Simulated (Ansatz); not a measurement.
# CuO (Tenorite) under changes of volume

One of the cells (10.135 Å³/atom); the others are scaled copies at fixed shape and fractional positions:

```
CELL_PARAMETERS angstrom
2.34185 -1.71130 0.00000
2.34185 1.71130 0.00000
-0.85003 0.00000 5.05787
ATOMIC_POSITIONS crystal
Cu 0.50000 0.00000 0.50000
Cu 0.00000 0.50000 0.00000
O 0.41840 0.58160 0.75000
O 0.58160 0.41840 0.25000
```

```yaml
Program: Ansatz 0.2.0
Functional: SVWN5
Potentials_or_basis: Ansatz PAW
Cutoff: "420 eV (not typed: the program's choice for these potentials)"
k_mesh: 10 × 10 × 5
Occupations: fermi-dirac, width 0.05 eV
Spin: no spin polarisation
```

```csv
volume (Å³/atom),energy over the lowest point (meV/atom),pressure (GPa),largest force (eV/Å)
9.527,0.00,1.9,0.275
9.730,0.37,-2.4,0.347
9.932,5.98,-6.3,0.414
10.135,16.18,-9.7,0.474
10.338,30.45,-12.8,0.530
10.540,48.37,-15.5,0.580
10.743,?,?,?
```

What does the run at 10.743 Å³/atom give?

Energy over the lowest point 69.48 meV/atom; pressure -17.8 GPa; largest force 0.627 eV/Å.

Worked out: A Birch-Murnaghan fit of order 3 (a polynomial in V^(-2/3)) to the other rows has its minimum at 9.61 Å³/atom with B0 = V·E''(V) = 208 GPa and B' = 4.6 at fixed shape and positions, which overstates the stiffness. It gives 69.58 meV/atom at 10.743 Å³/atom, against the run's 69.48, and -dE/dV = -17.9 GPa, against -17.8.

Energies are extrapolated to zero smearing.

Caveats: the run has no spin polarisation, though such a crystal can be magnetic; the PAW data sets come from PBE, with cores solved anew for the run's functional, which leaves a small shift of forces and pressure.
